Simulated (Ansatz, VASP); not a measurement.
# F: VASP beside Ansatz

```xyz
1
Lattice="0.0000 1.5708 1.5708 1.5708 0.0000 1.5708 1.5708 1.5708 0.0000" Properties=species:S:1:pos:R:3 pbc="T T T"
F     0.0000    0.0000    0.0000
```

Change from the starting cell: volume scaled by 0.84, LAPW.

Alike in both runs: task single point; functional PBEsol; k mesh 19 × 19 × 19; occupations fermi-dirac, width 0.08 eV; no spin polarisation.

```csv
,VASP,Ansatz
version,VASP 6.6.1,Ansatz 0.2.0
potentials or method,"VASP PAW PBE potentials, release 64 (F), cutoff 520 eV","all-electron LAPW, scalar-relativistic"
```

Ansatz gave:

```
pressure (GPa) : 19.3
```

Q: Estimate VASP's values.

A: Pressure (GPa): 18.2.

Ansatz ran all-electron here, so the differences hold the error of VASP's frozen core and of both bases.

Caveats: so large a pressure means that the cell lies far from this level's equilibrium, or that cutoff or potentials fall short (VASP); the potentials were made for another functional, which shifts forces and pressure (VASP); an odd number of electrons without spin polarisation forces a metal; a magnetic or distorted state may lie lower.
